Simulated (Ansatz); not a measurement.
Set up this calculation in Ansatz 0.2.0, as the native input.

```
Task                                : band structure
Functional                          : PBE
Potentials or basis                 : Ansatz PAW
Cutoff                              : 420 eV (not typed: the program's choice for these potentials)
k mesh                              : 8 × 8 × 5
Occupations                         : fermi-dirac, width 0.05 eV
Spin                                : no spin polarisation
Path                                : [["G", "M", "K", "G", "A", "L", "H", "A"], ["L", "M"], ["K", "H"]]
Points for each segment of the path : 14
```

Crystal: La2O3.

```
CELL_PARAMETERS angstrom
3.93078 0.00000 0.00000
-1.96539 3.40415 0.00000
0.00000 0.00000 6.11195
ATOMIC_POSITIONS crystal
La 0.33333 0.66667 0.24624
La 0.66667 0.33333 0.75376
O 0.00000 0.00000 0.00000
O 0.33333 0.66667 0.64589
O 0.66667 0.33333 0.35411
```

The cell is a database's computed one.

The input as run:

input.yaml

```yaml
crystal:
  lattice:
    - [3.930777878, 0.0, 0.0]
    - [-1.965388939, 3.404153499, 0.0]
    - [0.0, 0.0, 6.11195352]
  atoms:
    - { symbol: La, position: [0.3333333333, 0.6666666667, 0.24623568] }
    - { symbol: La, position: [0.6666666667, 0.3333333333, 0.75376432] }
    - { symbol: O, position: [0.0, 0.0, 0.0] }
    - { symbol: O, position: [0.3333333333, 0.6666666667, 0.64589065] }
    - { symbol: O, position: [0.6666666667, 0.3333333333, 0.35410935] }
hamiltonian:
  xc: pbe
  pseudopotentials: { kind: paw }
kpoints:
  mp_grid: { grid: [8, 8, 5] }
  band_path:
    path:
      - [[0.0, 0.0, 0.0], [0.5, 0.0, 0.0], [0.3333333333, 0.3333333333, 0.0], [0.0, 0.0, 0.0], [0.0, 0.0, 0.5], [0.5, 0.0, 0.5], [0.3333333333, 0.3333333333, 0.5], [0.0, 0.0, 0.5]]
      - [[0.5, 0.0, 0.5], [0.5, 0.0, 0.0]]
      - [[0.3333333333, 0.3333333333, 0.0], [0.3333333333, 0.3333333333, 0.5]]
    npoints: 14
scf:
  occupations: { method: fermi_dirac, width: 0.05 }
  n_extra_bands: 12
output:
  forces: true
  stress: true
  eigenvalues: true
  fatbands: true
  write_density: true
  write_potential: true
  elf: true
  volumetric_format: npy
```

Potentials or basis: Ansatz PAW.

Run with:

```sh
$ ansatz run input.yaml --threads 2 --pin off --max-ram 5632MiB --backend cpu --events-out ev --progress --plain --runs-dir out
```

It gave:

The pressure is 1.9 GPa. The largest force is 0.016 eV/Å. The band gap on the k mesh is 3.87 eV, indirect (least direct gap 4.06 eV) and the band gap along the path is 3.84 eV, indirect (least direct gap 3.97 eV).

Caveat: the pressure holds a Pulay correction of +0.4 GPa for the finite cutoff; spin-orbit coupling is left out, which moves the levels of the heavy elements.

It took 7.8 s on 2 threads of Arm Neoverse V2 (shared host), peak memory 0.46 GiB.
